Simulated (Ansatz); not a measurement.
**Deforming KI**

```xyz
2
Lattice="0.0000 3.5246 3.5246 3.5246 0.0000 3.5246 3.5246 3.5246 0.0000" Properties=species:S:1:pos:R:3 pbc="T T T"
K     0.0000    0.0000    0.0000
I     3.5246    3.5246    3.5246
```

Atoms are numbered in the order listed.

Conventional cell: a = 7.049 Å, b = 7.049 Å, c = 7.049 Å, α = 90.00°, β = 90.00°, γ = 90.00°. K (atom 1) is surrounded by 6 I at 3.52 Å. I (atom 2) has 6 K at 3.52 Å as nearest neighbours.

The cell is COD entry 9009735, as deposited and not checked against the literature; nothing was relaxed.

Spin–orbit coupling is left out, though it moves levels of the heavy atoms by tenths of an eV or more.

Computed with DFT, PBE, all-electron PAW with datasets made for the crystal, scalar-relativistic (Ansatz 0.2.0).

The runs use a Γ-centred 8×8×8 k mesh, Fermi–Dirac smearing of 0.01 eV, cutoff 200 eV (chosen by the program for this cell), no spin polarisation.

The unchanged cell is at 0.68 GPa, so energy changes include a term −P ΔV where the volume moves.

x, y and z are the Cartesian axes of the cell as listed; fractional coordinates follow a strain, and an engineering shear is twice the off-diagonal strain component.

Vzz stands for the principal value of largest size of the field-gradient tensor, whatever its axis.

Spin–orbit coupling is left out, which moves gradients at and beside heavy atoms by some per cent and at worst by a factor of two.

Task: One change gave: energy change -3 meV/atom; stress change (xx, yy, zz, yz, xz, xy) -0.34, -0.34, -0.09, 0.00, 0.00, 0.00 GPa, compression positive; Vzz in 10²¹ V/m²: K1 0 → -0.14 (η = 0.00), I2 0 → -0.20 (η = 0.00); gap on the k mesh 3.98 → 3.94 eV. Which change was it?
A. x and y strained by +2 %, z held
B. atom 1 (K) moved by (0.1200, 0.0000, 0.0000) Å
C. x and y strained by +1 %, z held

Result: C. For x and y strained by +2 %, z held: energy change -4 meV/atom; stress change (xx, yy, zz, yz, xz, xy) -0.64, -0.64, -0.18, 0.00, 0.00, 0.00 GPa, compression positive; Vzz in 10²¹ V/m²: K1 0 → -0.27 (η = 0.00), I2 0 → -0.35 (η = 0.00); gap on the k mesh 3.98 → 3.89 eV. For atom 1 (K) moved by (0.1200, 0.0000, 0.0000) Å: energy change +4 meV/atom; stress change (xx, yy, zz, yz, xz, xy) 0.21, -0.02, -0.02, 0.00, 0.00, 0.00 GPa, compression positive; change of the force on K1 (-0.139, 0.000, 0.000) eV/Å; Vzz in 10²¹ V/m²: K1 0 → -0.07 (η = 0.00), I2 0 → -0.26 (η = 0.00); gap on the k mesh 3.98 → 3.99 eV.

Task: What force constant does this one finite step give for K1 along its displacement (all its periodic images move with it)?

Result: k = −ΔF·u/|u|² = 1.16 eV/Å², so the force pulls the atom back.
